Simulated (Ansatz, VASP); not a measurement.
# Ca in VASP and in Ansatz

Contents of INCAR:

```
PREC = Accurate
ENCUT = 520
EDIFF = 1E-7
ISMEAR = -1
SIGMA = 0.05
LREAL = False
LASPH = True
NELM = 100
ALGO = Normal
ISIF = 2
LWAVE = False
LCHARG = True
GGA = PE
LELF = True
LVHAR = True
NBANDS = 11
```

KPOINTS

```
regular mesh
0
Gamma
  8 8 8
```

File POSCAR:

```
Ca
1.0
    0.0226090000      2.8095600000      2.7447680000
    2.7524950000      0.0396230000      2.7277540000
    2.8498400000      2.8898890000     -0.0577210000
Ca
1
Direct
   -0.0007270000      0.0032390000     -0.0010580000
```

input.yaml

```yaml
crystal:
  lattice:
    - [0.022609, 2.80956, 2.744768]
    - [2.752495, 0.039623, 2.727754]
    - [2.84984, 2.889889, -0.057721]
  atoms:
    - { symbol: Ca, position: [-0.000727, 0.003239, -0.001058] }
hamiltonian:
  xc: pbe
  pseudopotentials: { kind: paw }
kpoints:
  mp_grid: { grid: [8, 8, 8] }
scf:
  occupations: { method: fermi_dirac, width: 0.05 }
output:
  forces: true
  stress: true
  eigenvalues: true
  write_density: true
  write_potential: true
  elf: true
  volumetric_format: npy
```

Change from the starting cell: cell strained at random at fixed volume.

Alike in both runs: task single point; functional PBE; k mesh 8 × 8 × 8; occupations fermi-dirac, width 0.05 eV; no spin polarisation.

|  | VASP | Ansatz |
| --- | --- | --- |
| version | VASP 6.6.1 | Ansatz 0.2.0 |
| potentials or method | VASP PAW PBE potentials, release 64 (Ca_sv) | Ansatz PAW |
| plane-wave cutoff (eV) | 520 | 420 |
| valence electrons in the cell | 10 | 10 |

```csv
,VASP,Ansatz,Ansatz less VASP
gap on the k mesh at the Fermi level (eV),none,none,-
pressure (GPa),-0.5,-0.5,-0.01
largest component of the traceless stress (GPa),0.61,0.61,0.000
```

A gap of «none» marks a metal or a gap that the smearing closes. The functional is the same, so the differences come from potentials, cutoffs and numerics.
